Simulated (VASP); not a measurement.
```xyz
12
Lattice="4.2568 0.0000 0.0000 0.0000 6.0200 0.0000 0.0000 0.0000 27.7703" Properties=species:S:1:pos:R:3 pbc="T T T"
Li     0.0000     0.0000     8.5642
Li     2.1284     3.0100    10.6926
Li     0.0000     0.0000    12.8210
Li     2.1284     3.0100    14.9494
Li     0.0000     0.0000    17.0778
Li     2.1284     3.0100    19.2061
I      2.1284     0.0000    10.6926
I      0.0000     3.0100     8.5642
I      2.1284     0.0000    14.9494
I      0.0000     3.0100    12.8210
I      2.1284     0.0000    19.2061
I      0.0000     3.0100    17.0778
```

Computed with PBE GGA, VASP's PBE PAW potentials (set 64) (plane waves; VASP). Settings: PREC = Normal, EDIFF = 1E-5, 450 eV cut-off, 5×4×1 Γ-centred mesh, Gaussian smearing of 0.050 eV, potentials Li_sv I.

### Question
The ions are relaxed. Predict the relaxed structure.

### Answer

```xyz
12
Lattice="4.2568 0.0000 0.0000 0.0000 6.0200 0.0000 0.0000 0.0000 27.7703" Properties=species:S:1:pos:R:3 pbc="T T T"
Li     0.0000     0.0000     8.9886
Li     2.1284     3.0100    10.2969
Li     0.0000     0.0000    13.0741
Li     2.1284     3.0100    14.6963
Li     0.0000     0.0000    17.4734
Li     2.1284     3.0100    18.7817
I      2.1284     0.0000    10.7128
I      0.0000     3.0100     8.4436
I      2.1284     0.0000    14.9912
I      0.0000     3.0100    12.7791
I      2.1284     0.0000    19.3267
I      0.0000     3.0100    17.0575
```

### Question
How much energy does the relaxation gain?

### Answer
The energy (σ→0) changes by -24.4 meV/atom, in 14 ionic steps.

The cell is a thin slab with vacuum, built from LiI (rock salt): (110) face.
